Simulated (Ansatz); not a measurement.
Crystal: CdO (Monteponite).

```
Cd O
1.0
     0.00000    2.34950    2.34950
     2.34950    0.00000    2.34950
     2.34950    2.34950    0.00000
Cd O
1 1
Direct
  0.00000 0.00000 0.00000
  0.50000 0.50000 0.50000
```

Base run:

* Program: Ansatz 0.2.0
* Functional: LDA
* Potentials or basis: Ansatz PAW
* Cutoff: 420 eV (not typed: the program's choice for these potentials)
* k mesh: 10 × 10 × 10
* Occupations: fermi-dirac, width 0.05 eV
* Spin: no spin polarisation

Its results: band gap on the k mesh none (metal or under the smearing width); pressure -6.1 GPa.

Task: The run is repeated on the same cell with these changes: functional from LDA to PBEsol; spin from no spin polarisation to spin-orbit coupling, no magnetisation; potential files from those of the base run to others of the same set. What comes out?

Result: Band gap on the k mesh none (metal or under the smearing width); pressure -0.8 GPa.

Several settings changed at once, so the effect can't be laid on one alone.

Caveats: the PAW data sets come from PBE, with cores solved anew for the run's functional, which leaves a small shift of forces and pressure; this crystal is a semiconductor, whose small gap the functional closes, so the metal is an error of the method.
